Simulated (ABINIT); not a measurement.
SiO2:

```xyz
6
Lattice="4.2332 0.0000 0.0000 0.0000 4.2332 0.0000 0.0000 0.0000 2.6935" Properties=species:S:1:pos:R:3 pbc="T T T"
Si    0.0000    0.0000    0.0000
Si    2.1166    2.1166    1.3467
O     3.4155    0.8177    1.3467
O     1.2989    1.2989    0.0000
O     0.8177    3.4155    1.3467
O     2.9343    2.9343    0.0000
```

The cell comes from a database or a generator and needn't be the stable form of this composition.

Base run:

* Program: ABINIT 10.8.3 (patched build)
* Functional: PBE
* Potentials or basis: JTH PAW PBE v2.0
* Cutoff: 626 eV
* k mesh: 6 × 6 × 10
* Occupations: fermi-dirac, width 0.05 eV
* Spin: no spin polarisation

Its results: band gap on the k mesh 4.99 eV, direct; pressure -2.4 GPa; largest force 0.068 eV/Å.

Task: The run is repeated on the same cell with these changes: functional from PBE to LDA; potentials or basis from JTH PAW PBE v2.0 to JTH PAW LDA v2.0. What comes out?

Result: Band gap on the k mesh 4.95 eV, direct; pressure -15.8 GPa; largest force 0.176 eV/Å.
